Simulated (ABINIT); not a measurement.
Crystal: In.

```xyz
2
Lattice="3.3355 0.0000 0.0000 -1.6677 2.8886 0.0000 0.0000 0.0000 5.5091" Properties=species:S:1:pos:R:3 pbc="T T T"
In    1.6677    0.9629    4.1319
In    0.0000    1.9257    1.3773
```

This isn't the form of In at room conditions, which is tetragonal.

Base run:

```yaml
Program: ABINIT 10.8.3 (patched build)
Functional: LDA
Potentials_or_basis: PseudoDojo NC SR LDA v0.4.1 standard
Cutoff: 952 eV
k_mesh: 16 × 16 × 8, shifted
Occupations: fermi-dirac, width 0.2 eV
Spin: no spin polarisation
```

Its results: pressure -2.8 GPa.

Q: The run is repeated on the same cell with these changes: k mesh from 16 × 16 × 8, shifted to 7 × 7 × 4; occupations from fermi-dirac, width 0.2 eV to fermi-dirac, width 0.05 eV. What comes out?

A: Pressure -3.3 GPa.
